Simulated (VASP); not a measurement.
# SiC (I-4m2) in VASP: further runs

Runs on SiC. Level: r2SCAN. Tasks: single point.

All numbers are computed with VASP 6.6.1; they aren't measurements. Logs are shortened: lines on timing, memory, paths and dates and some standing lists are left out, and cuts for length are marked.

### Step 1. The cell of the first run

Symmetry: I-4m2, No. 119, tetragonal system. Conventional cell: a = 3.167 Å, b = 3.167 Å, c = 4.218 Å, α = 90.00°, β = 90.00°, γ = 90.00°. Si (site symmetry -4m2) has 4 C at 1.90 Å as nearest neighbours. C (site symmetry -4m2) is surrounded by 4 Si at 1.90 Å.

Measurements of this composition are mostly on another form, of space group No. 186.

### Step 2. Single point, r2SCAN (strain +0.030 along x and y, -0.030 along z, atoms carried along)

Contents of POSCAR:

```
SiC
1.0
    0.0000000000      2.2392200000      2.1087800000
    2.2392200000      0.0000000000      2.1087800000
    2.2392200000      2.2392200000      0.0000000000
Si C
1 1
Direct
    0.0000000000      0.0000000000      0.0000000000
    0.7500000000      0.7500000000      0.7500000000
```

Contents of INCAR.step1:

```
ALGO = Normal
EDIFF = 1E-4
ENCUT = 520
GGA = PE
ISMEAR = 0
LASPH = T
LCHARG = F
LREAL = F
LWAVE = T
NBANDS = 11
NELM = 60
PREC = Accurate
SIGMA = 0.05
```

Contents of INCAR.step2:

```
ALGO = Normal
EDIFF = 1E-6
ENCUT = 520
ISIF = 2
ISMEAR = 0
ISTART = 1
LASPH = T
LCHARG = F
LMIXTAU = T
LREAL = F
LWAVE = F
METAGGA = R2SCAN
NBANDS = 11
NELM = 60
PREC = Accurate
SIGMA = 0.05
```

Contents of KPOINTS:

```
k-points
0
Gamma
  12 12 12
```

Potentials or basis: VASP PAW PBE potentials, release 64 (Si, C).

Launch:

```sh
$ cat potpaw_PBE.64/Si/POTCAR potpaw_PBE.64/C/POTCAR > POTCAR
$ cp INCAR.step1 INCAR
$ mpirun -np 1 vasp_std > vasp.out
$ cp INCAR.step2 INCAR
$ mpirun -np 1 vasp_std > vasp.out
```

OUTCAR:

```text
EDIFF = 1E-6
   ENCUT = 520
   ISIF = 2
   ISMEAR = 0
   ISTART = 1
   LASPH = T
   LREAL = F
   METAGGA = R2SCAN
   NELM = 60
   PREC = Accurate

 ion  position               nearest neighbor table
   1  0.000  0.000  0.000-   2 1.90   2 1.90   2 1.90   2 1.90
   2  0.750  0.750  0.750-   1 1.90   1 1.90   1 1.90   1 1.90

  LATTYP: Found a body centered tetragonal cell.
 ALAT       =     3.1667352931
 C/A-ratio  =     1.3318321898

  Lattice vectors:

 A1 = (   0.0000000000,  -2.2392200000,  -2.1087800000)
 A2 = (   0.0000000000,   2.2392200000,  -2.1087800000)
 A3 = (   2.2392200000,   0.0000000000,   2.1087800000)

Analysis of symmetry for initial positions (statically):
=====================================================================
 Subroutine PRICEL returns:
 Original cell was already a primitive cell.

 Routine SETGRP: Setting up the symmetry group for a
 body centered tetragonal supercell.

 Subroutine GETGRP returns: Found  8 space group operations
 (whereof  8 operations were pure point group operations)
 out of a pool of 16 trial point group operations.

The static configuration has the point symmetry D_2d.

Analysis of symmetry for dynamics (positions and initial velocities):
=====================================================================
 Subroutine PRICEL returns:
 Original cell was already a primitive cell.

 Routine SETGRP: Setting up the symmetry group for a
 body centered tetragonal supercell.

 Subroutine GETGRP returns: Found  8 space group operations
 (whereof  8 operations were pure point group operations)
 out of a pool of 16 trial point group operations.

The dynamic configuration has the point symmetry D_2d.

 Subroutine INISYM returns: Found  8 space group operations
 (whereof  8 operations are pure point group operations),
 and found     1 'primitive' translations

----------------------------------------------------------------------------------------

                                     Primitive cell

  volume of cell :      21.1473

  direct lattice vectors                    reciprocal lattice vectors
     0.000000000  2.239220000  2.108780000    -0.223292039  0.223292039  0.237103918
     2.239220000  0.000000000  2.108780000     0.223292039 -0.223292039  0.237103918
     2.239220000  2.239220000  0.000000000     0.223292039  0.223292039 -0.237103918

  length of vectors
     3.075883499  3.075883499  3.166735293     0.394888513  0.394888513  0.394888513

  position of ions in fractional coordinates (direct lattice)
     0.000000000  0.000000000  0.000000000
     0.750000000  0.750000000  0.750000000

  ion indices of the primitive-cell ions
   primitive index   ion index
                 1           1
                 2           2

----------------------------------------------------------------------------------------

 KPOINTS: k-points

Automatic generation of k-mesh.
 Grid dimensions read from file:
 generate k-points for:   12   12   12

 Generating k-lattice:

  Cartesian coordinates                     Fractional coordinates (reciprocal lattice)
    -0.018607670  0.018607670  0.019758660     0.083333333  0.000000000  0.000000000
     0.018607670 -0.018607670  0.019758660     0.000000000  0.083333333  0.000000000
     0.018607670  0.018607670 -0.019758660     0.000000000  0.000000000  0.083333333

  Length of vectors
     0.032907376  0.032907376  0.032907376

  Shift w.r.t. Gamma in fractional coordinates (k-lattice)
     0.000000000  0.000000000  0.000000000

 Subroutine IBZKPT returns following result:
 ===========================================

 Found    163 irreducible k-points:

 Following reciprocal coordinates:
            Coordinates               Weight
  0.000000  0.000000  0.000000      1.000000
  0.083333  0.000000  0.000000      8.000000
  0.166667  0.000000  0.000000      8.000000
  0.250000  0.000000  0.000000      8.000000
  0.333333 -0.000000  0.000000      8.000000
  0.416667  0.000000  0.000000      8.000000
[... 16 lines left out ...]
  0.500000  0.166667  0.000000      8.000000
 -0.416667  0.166667  0.000000      8.000000
 [... further k-points ...]
   k-points           NKPTS =    163   k-points in BZ     NKDIM =    163   number of bands    NBANDS=     11
   number of dos      NEDOS =    301   number of ions     NIONS =      2
   total plane-waves  NPLWV =  13824
   dimension x,y,z NGX =    24 NGY =   24 NGZ =   24
   dimension x,y,z NGXF=    48 NGYF=   48 NGZF=   48
   ions per type =               1   1
   NGX,Y,Z   is equivalent  to a cutoff of  12.97, 12.97, 12.60 a.u.
   NGXF,Y,Z  is equivalent  to a cutoff of  25.94, 25.94, 25.20 a.u.
 SYSTEM =  unknown system
   PREC   = accura    normal or accurate (medium, high low for compatibility)
   ISTART =      1    job   : 0-new  1-cont  2-samecut
   ICHARG =      0    charge: 1-file 2-atom 10-const
   ISPIN  =      1    spin polarized calculation?
   LNONCOLLINEAR =      F non collinear calculations
   LSORBIT =      F    spin-orbit coupling
   LASPH  =      T    aspherical Exc in radial PAW
   ENCUT  =  520.0 eV  38.22 Ry    6.18 a.u.   5.72  5.72  5.89*2*pi/ulx,y,z
   NELM   =     60;   NELMIN=  2; NELMDL=  0     # of ELM steps
   EDIFF  = 0.1E-05   stopping-criterion for ELM
   LREAL  =      F    real-space projection
   EDIFFG = 0.1E-04   stopping-criterion for IOM
   NSW    =      0    number of steps for IOM
   IBRION =     -1    ionic relax: 0-MD 1-quasi-New 2-CG
   NFREE  =      0    steps in history (QN), initial steepest desc. (CG)
   ISIF   =      2    stress and relaxation
   ISYM   =      2    0-nonsym 1-usesym 2-fastsym
   POTIM  = 0.5000    time-step for ionic-motion
   TEBEG  =    0.0;   TEEND  =   0.0 temperature during run
   PSTRESS=    0.0 pullay stress
   NELECT =       8.0000    total number of electrons
   NUPDOWN=      -1.0000    fix difference up-down
   EMIN   =  10.00;   EMAX   =-10.00  energy-range for DOS
   EFERMI =   0.00;   METHOD = LEGACY
   ISMEAR =     0;   SIGMA  =   0.05  broadening in eV -4-tet -1-fermi 0-gaus
   EFERMI_NEDOS =   21; number of points for ismear=-14 and -15
   IALGO  =     38    algorithm
   IMIX   =      4    mixing-type and parameters
     AMIX     =   0.40;   BMIX     =  1.00
     AMIX_MAG =   1.60;   BMIX_MAG =  1.00
  volume/ion in A,a.u.               =      10.57        71.35
  Fermi-wavevector in a.u.,A,eV,Ry     =   1.184004  2.237443 19.073543  1.401866
  Thomas-Fermi vector in A             =   2.320227
   LORBIT       =      0    0 simple, 1 ext, 2 COOP (PROOUT), +10 PAW based schemes
   METAGGA = R2SCAN    functional components
   LHFCALC =     F    Hartree Fock is set to
   AEXX    =    0.0000 exact exchange contribution
   IVDW    =     0    specifies the selected vdW correction
   LEPSILON=     F    determine dielectric tensor
   LRPA    =     F    only Hartree local field effects (RPA)
 non-spin polarized calculation
 Gauss-broadening in eV      SIGMA  =   0.05
  energy-cutoff  :      520.00
  volume of cell :       21.15
 maximum number of plane-waves:       588
   NGX = 11   NGY = 11   NGZ = 11

 number of electron       8.0000001 magnetization

 Free energy of the ion-electron system (eV)
  ---------------------------------------------------
  ext. energy  EPLUGINS =         0.00000000
  ---------------------------------------------------
  free energy    TOTEN  =       -19.27829534 eV

  energy without entropy =      -19.27829534  energy(sigma->0) =      -19.27829534

 E-fermi :   8.2326     XC(G=0): -11.8407

 val. band max:        8.0113435837   @ k =   0.0000   0.0000   0.0000
 cond. band min:       9.1437299878   @ k =   0.5000   0.5000   0.0000
 fundamental gap:      1.1323864041
 Fermi energy:         8.2326241348

 k-point     1 :       0.0000    0.0000    0.0000
  band No.  band energies     occupation
      1      -8.2599      2.00000
      2       7.6287      2.00000
      3       7.6287      2.00000
      4       8.0113      2.00000
      5      14.2870      0.00000
      6      15.3206      0.00000
      7      15.5147      0.00000
      8      15.5147      0.00000
      9      21.9011      0.00000
     10      23.5464      0.00000
     11      25.1707      0.00000

 k-point     2 :       0.0833    0.0000    0.0000
  band No.  band energies     occupation
      1      -8.1213      2.00000
      2       6.9720      2.00000
      3       7.5090      2.00000
      4       7.8344      2.00000
      5      14.5500      0.00000
      6      15.4125      0.00000
      7      15.6778      0.00000
      8      15.7842      0.00000
      9      21.3349      0.00000
     10      22.6192      0.00000
     11      25.1920      0.00000

 k-point     3 :       0.1667    0.0000    0.0000
  band No.  band energies     occupation
      1      -7.7101      2.00000
      2       5.2978      2.00000
      3       7.2127      2.00000
      4       7.6114      2.00000
      5      14.3904      0.00000
      6      15.9250      0.00000
      7      15.9562      0.00000
      8      16.6858      0.00000
      9      20.8468      0.00000
     10      21.6426      0.00000
     11      24.5996      0.00000

 k-point     4 :       0.2500    0.0000    0.0000
  band No.  band energies     occupation
      1      -7.0434      2.00000
      2       3.3252      2.00000
      3       6.8632      2.00000
      4       7.3735      2.00000
      5      13.9762      0.00000
      6      15.8186      0.00000
      7      16.3382      0.00000
      8      17.7743      0.00000
      9      21.3906      0.00000
     10      21.5000      0.00000
     11      24.0247      0.00000
[... 239 lines left out ...]
 k-point    22 :       0.4167    0.1667    0.0000
  band No.  band energies     occupation
      1      -5.2849      2.00000
      2       1.0188      2.00000
      3       5.4974      2.00000
      4       5.7007      2.00000
      5      12.7260      0.00000
      6      16.1155      0.00000
      7      17.1629      0.00000
      8      17.6440      0.00000
      9      22.2383      0.00000
     10      26.0460      0.00000
     11      26.8244      0.00000

 k-point    23 :       0.5000    0.1667    0.0000
  band No.  band energies     occupation
      1      -4.4621      2.00000
      2      -0.2462      2.00000
      3       5.3001      2.00000
      4       5.5491      2.00000
      5      12.6677      0.00000
      6      16.2321      0.00000
      7      16.7205      0.00000
      8      18.7481      0.00000
      9      22.5018      0.00000
     10      26.1360      0.00000
     11      27.3145      0.00000

 k-point    24 :      -0.4167    0.1667    0.0000
  band No.  band energies     occupation
      1      -4.3974      2.00000
      2      -0.3467      2.00000
      3       4.9945      2.00000
      4       5.7803      2.00000
      5      12.8778      0.00000
      6      16.1594      0.00000
      7      16.4354      0.00000
      8      19.7713      0.00000
      9      22.7154      0.00000
     10      24.0715      0.00000
     11      27.3451      0.00000

 [... further k-points ...]
[... 5 lines left out ...]
  --------------------------------------------------------------------------------------
  -------------------------------------------------------------------------------------
  Total       -1.3638400     -1.3638400      0.5965683      0.0000000      0.0000000     -0.0000000
  in kB     -103.3282847   -103.3282847     45.1976601      0.0000000      0.0000000     -0.0000000
  external PRESSURE =     -53.8196365 kB  Pullay stress =       0.0000000 kB

 VOLUME and BASIS-vectors are now :
 -----------------------------------------------------------------------------
  energy-cutoff  :      520.00
  volume of cell :       21.15
      direct lattice vectors                 reciprocal lattice vectors
     0.000000000  2.239220000  2.108780000    -0.223292039  0.223292039  0.237103918
     2.239220000  0.000000000  2.108780000     0.223292039 -0.223292039  0.237103918
     2.239220000  2.239220000  0.000000000     0.223292039  0.223292039 -0.237103918

 POSITION                                       TOTAL-FORCE (eV/Angst)
 -----------------------------------------------------------------------------------
      0.00000      0.00000      0.00000         0.000000      0.000000     -0.000000
      3.35883      3.35883      3.16317        -0.000000     -0.000000      0.000000
 -----------------------------------------------------------------------------------
    total drift:                                0.000002      0.000002     -0.000000

  FREE ENERGIE OF THE ION-ELECTRON SYSTEM (eV)
  ---------------------------------------------------
  free  energy   TOTEN  =       -19.2782953418 eV

  energy  without entropy=      -19.2782953418  energy(sigma->0) =      -19.27829534
```

Run time: 75 s. Hardware: 1 thread of Intel Xeon Platinum 8259CL at 2.50GHz (Skylake/Cascade Lake), shared host; peak memory 0.16 GiB.

What came out:

* Free energy: -19.2783 eV
* Pressure: -5.4 GPa
* Band gap on the k mesh: 1.13 eV, indirect (least direct gap 4.96 eV)

Levels at points of the mesh, in eV from the valence-band top:
| k point | band 2 | band 3 | band 4 | band 5 | band 6 | band 7 |
| --- | --- | --- | --- | --- | --- | --- |
| (0.00, 0.00, 0.00) | -0.38 | -0.38 | 0.00 | 6.28 | 7.31 | 7.50 |
| (0.50, 0.00, 0.00) | -8.96 | -1.72 | -1.01 | 5.26 | 6.95 | 8.12 |
| (0.50, 0.50, 0.00) | -7.73 | -3.98 | -3.98 | 1.13 | 3.76 | 14.42 |
| (0.50, 0.00, 0.50) | -8.49 | -3.36 | -3.27 | 1.69 | 4.84 | 13.70 |

Caveat: the PAW data sets were made with another functional, which shifts forces and pressure a little. A k mesh can miss the band edges.

### Step 3. Single point, r2SCAN (strain +0.000 along x and y, -0.030 along z, atoms carried along)

Contents of POSCAR:

```
SiC
1.0
    0.0000000000      2.1740000000      2.1087800000
    2.1740000000      0.0000000000      2.1087800000
    2.1740000000      2.1740000000      0.0000000000
Si C
1 1
Direct
    0.0000000000      0.0000000000      0.0000000000
    0.7500000000      0.7500000000      0.7500000000
```

Contents of INCAR.step1:

```
SYSTEM = SiC
PREC     = Accurate       ! precision mode
ENCUT    = 520            ! plane-wave cutoff, eV
ISMEAR   = 0              ! smearing method
SIGMA    = 0.05           ! smearing width, eV
LREAL    = .FALSE.        ! projectors in reciprocal space
LASPH    = .TRUE.         ! aspherical terms in the spheres
NELM     = 80             ! most SCF steps
NBANDS   = 11             ! bands
GGA      = PE             ! functional
ALGO     = Normal         ! electronic algorithm
EDIFF    = 1E-4           ! SCF threshold, eV
LWAVE    = .TRUE.         ! write WAVECAR
LCHARG   = .FALSE.        ! write CHGCAR
```

Contents of INCAR.step2:

```
SYSTEM = SiC
PREC     = Accurate       ! precision mode
ENCUT    = 520            ! plane-wave cutoff, eV
EDIFF    = 1E-7           ! SCF threshold, eV
ISMEAR   = 0              ! smearing method
SIGMA    = 0.05           ! smearing width, eV
LREAL    = .FALSE.        ! projectors in reciprocal space
LASPH    = .TRUE.         ! aspherical terms in the spheres
NELM     = 80             ! most SCF steps
ALGO     = Normal         ! electronic algorithm
ISIF     = 2              ! what is computed and relaxed
LWAVE    = .FALSE.        ! write WAVECAR
LCHARG   = .TRUE.         ! write CHGCAR
METAGGA  = R2SCAN         ! meta-GGA
LMIXTAU  = .TRUE.       
LELF     = .TRUE.         ! ELF
LVHAR    = .TRUE.       
NBANDS   = 11             ! bands
ISTART   = 1
```

Contents of KPOINTS:

```
Automatic mesh
0
G
  12 12 12
  0 0 0
```

Potentials or basis: VASP PAW PBE potentials, release 64 (Si, C).

Launch:

```sh
$ cat potpaw_PBE.64/Si/POTCAR potpaw_PBE.64/C/POTCAR > POTCAR
$ cp INCAR.step1 INCAR
$ mpirun -np 1 vasp_std > vasp.out
$ cp INCAR.step2 INCAR
$ mpirun -np 1 vasp_std > vasp.out
```

OUTCAR:

```text
SYSTEM = SiC
   PREC = Accurate
   ENCUT = 520
   EDIFF = 1E-7
   ISMEAR = 0
   LREAL = .FALSE.
   LASPH = .TRUE.
   NELM = 80
   ISIF = 2
   METAGGA = R2SCAN
   ISTART = 1

 ion  position               nearest neighbor table
   1  0.000  0.000  0.000-   2 1.86   2 1.86   2 1.86   2 1.86
   2  0.750  0.750  0.750-   1 1.86   1 1.86   1 1.86   1 1.86

  LATTYP: Found a body centered tetragonal cell.
 ALAT       =     3.0745002846
 C/A-ratio  =     1.3717871555

  Lattice vectors:

 A1 = (   0.0000000000,  -2.1740000000,  -2.1087800000)
 A2 = (   0.0000000000,   2.1740000000,  -2.1087800000)
[... 514 lines left out ...]
      7      17.5709      0.00000
      8      20.9887      0.00000
      9      24.2012      0.00000
     10      25.1837      0.00000
     11      28.4768      0.00000

 [... further k-points ...]
[... 5 lines left out ...]
  --------------------------------------------------------------------------------------
  -------------------------------------------------------------------------------------
  Total        0.7264900      0.7264900      1.7292824      0.0000000      0.0000000     -0.0000000
  in kB       58.3928756     58.3928756    138.9940298      0.0000000      0.0000000     -0.0000000
  external PRESSURE =      85.2599270 kB  Pullay stress =       0.0000000 kB

 VOLUME and BASIS-vectors are now :
 -----------------------------------------------------------------------------
  energy-cutoff  :      520.00
  volume of cell :       19.93
      direct lattice vectors                 reciprocal lattice vectors
     0.000000000  2.174000000  2.108780000    -0.229990800  0.229990800  0.237103918
     2.174000000  0.000000000  2.108780000     0.229990800 -0.229990800  0.237103918
     2.174000000  2.174000000  0.000000000     0.229990800  0.229990800 -0.237103918

 POSITION                                       TOTAL-FORCE (eV/Angst)
 -----------------------------------------------------------------------------------
      0.00000      0.00000      0.00000         0.000000      0.000000      0.000000
      3.26100      3.26100      3.16317        -0.000000     -0.000000     -0.000000
 -----------------------------------------------------------------------------------
    total drift:                                0.000001      0.000001      0.000001

  FREE ENERGIE OF THE ION-ELECTRON SYSTEM (eV)
  ---------------------------------------------------
  free  energy   TOTEN  =       -19.2976692673 eV

  energy  without entropy=      -19.2976692673  energy(sigma->0) =      -19.29766927
```

OSZICAR.step1:

```text
N       E                     dE             d eps       ncg     rms          rms(c)
DAV:   1     0.326761475648E+01    0.32676E+01   -0.39848E+03  3733   0.618E+02
DAV:   2    -0.163600715811E+02   -0.19628E+02   -0.18602E+02  4536   0.110E+02
DAV:   3    -0.169708350815E+02   -0.61076E+00   -0.60970E+00  4398   0.159E+01
DAV:   4    -0.169729944409E+02   -0.21594E-02   -0.21593E-02  4175   0.121E+00
DAV:   5    -0.169730035351E+02   -0.90942E-05   -0.90941E-05  4432   0.725E-02    0.921E+00
DAV:   6    -0.150815788469E+02    0.18914E+01   -0.65453E+00  4012   0.116E+01    0.411E+00
DAV:   7    -0.150200292152E+02    0.61550E-01   -0.43375E-01  4325   0.374E+00    0.185E+00
DAV:   8    -0.150120043548E+02    0.80249E-02   -0.20815E-02  4063   0.963E-01    0.170E-01
DAV:   9    -0.150121081070E+02   -0.10375E-03   -0.15521E-03  4505   0.228E-01    0.114E-01
DAV:  10    -0.150122112872E+02   -0.10318E-03   -0.21693E-04  3980   0.909E-02    0.260E-02
DAV:  11    -0.150122130331E+02   -0.17459E-05   -0.35659E-05  2171   0.322E-02
   1 F= -.15012213E+02 E0= -.15012213E+02  d E =-.384823E-19
```

Run time: 94 s. Hardware: 1 thread of Intel Xeon Platinum 8259CL at 2.50GHz (Skylake/Cascade Lake), shared host; peak memory 0.16 GiB.

Results:

```yaml
Free_energy: -19.2977 eV
Pressure: 8.5 GPa
Band_gap_on_the_k_mesh: 1.37 eV, indirect (least direct gap 5.07 eV)
```

Caveat: the PAW data sets were made with another functional, which shifts forces and pressure a little. A k mesh can miss the band edges.

(Continued in part 2 of 2.)
